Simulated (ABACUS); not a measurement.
PbS: single point with LDA

PbS:

```
CELL_PARAMETERS angstrom
4.08970 0.00000 0.00000
-2.04485 3.54178 0.00000
0.00000 0.00000 3.78817
ATOMIC_POSITIONS crystal
Pb 0.00000 0.00000 0.00000
S 0.66667 0.33333 0.50000
```

Measurements of this composition are mostly on another form, of space group No. 225.

```
Program             : ABACUS 3.10.1
Task                : single point
Functional          : LDA
Potentials or basis : PseudoDojo NC SR 0.4.1 LDA standard
Cutoff              : 776 eV
Density cutoff      : 3102 eV
Basis               : plane waves
k mesh              : 6 × 6 × 6
Occupations         : fermi-dirac, width 0.05 eV
Spin                : no spin polarisation
```

The pressure is -4.5 GPa. The band gap on the k mesh is none (metal or under the smearing width).

Stress tensor (GPa, compression positive):
```
-4.34  0.00  0.00
 0.00 -4.34  0.00
 0.00  0.00 -4.77
```

Levels at points of the mesh, in eV from the Fermi level:
```
           k point  band 8  band 9  band 10  band 11  band 12  band 13
(0.00, 0.00, 0.00)   -2.19   -1.70    -1.70     3.31     3.31     5.15
(0.50, 0.50, 0.00)   -2.73   -1.91    -1.18     1.80     3.77     5.11
(0.00, 0.00, 0.50)   -1.09   -1.09    -0.03     0.70     3.70     3.70
(0.50, 0.50, 0.50)   -4.14   -4.11    -1.43     1.98     2.63     2.66
```

Wall time 6.7 s on 4 MPI ranks on Intel(R) Xeon(R) Platinum 8488C (Sapphire Rapids), with other jobs on the host, peak memory 0.36 GiB a rank.

Spin-orbit coupling is left out, which matters for the levels of Pb.
